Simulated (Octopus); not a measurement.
Here is an Octopus 16.4 calculation.

The input inp:

```
CalculationMode = gs
UnitsOutput = eV_Angstrom
PeriodicDimensions = 3
ExperimentalFeatures = yes
PseudopotentialSet = pseudodojo_pbesol
%LatticeParameters
 1*angstrom | 1*angstrom | 1*angstrom
%
%LatticeVectors
 0 | 2.6045 | 2.6045
 2.6045 | 0 | 2.6045
 2.6045 | 2.6045 | 0
%
%ReducedCoordinates
 "Mn" | 0 | 0 | 0
 "S" | 0.5 | 0.5 | 0.5
%
%Spacing
 0.12277731*angstrom | 0.12277731*angstrom | 0.12277731*angstrom
%
DerivativesOrder = 8
%KPointsGrid
 9 | 9 | 9
%
KPointsUseSymmetries = yes
XCFunctional = gga_x_pbe_sol + gga_c_pbe_sol
SpinComponents = polarized
KPointsUseTimeReversal = no
GuessMagnetDensity = user_defined
%AtomsMagnetDirection
 4.0
 0.0
%
SmearingFunction = fermi_dirac
Smearing = 0.05*eV
ExtraStates = 11
Eigensolver = chebyshev_filter
ConvRelDens = 3e-7
MaximumIter = 120
%Output
 density | cube
 elf | cube
 potential | cube
%
```

Potentials or basis: pseudodojo_pbesol (PseudoDojo 0.4, PBEsol).

Launch:

```console
$ OMP_NUM_THREADS=1 octopus > out.log
```

Task: Predict the band gap on the k mesh.

Result: None (metal or under the smearing width).

Task: Estimate the net moment.

Result: 4.72 μB per cell.

Task: What does it give for the site moments?

Result: Mn +4.60; S +0.73 μB.

Caveat: a cell with one magnetic atom can't hold antiferromagnetic order, which such compounds often take; semilocal functionals often make such compounds metallic where correlation or magnetic order opens a gap, which also shifts bond lengths. With open d or f shells a metallic result of PBEsol can be an artefact of self-interaction; +U or a hybrid may open a gap.
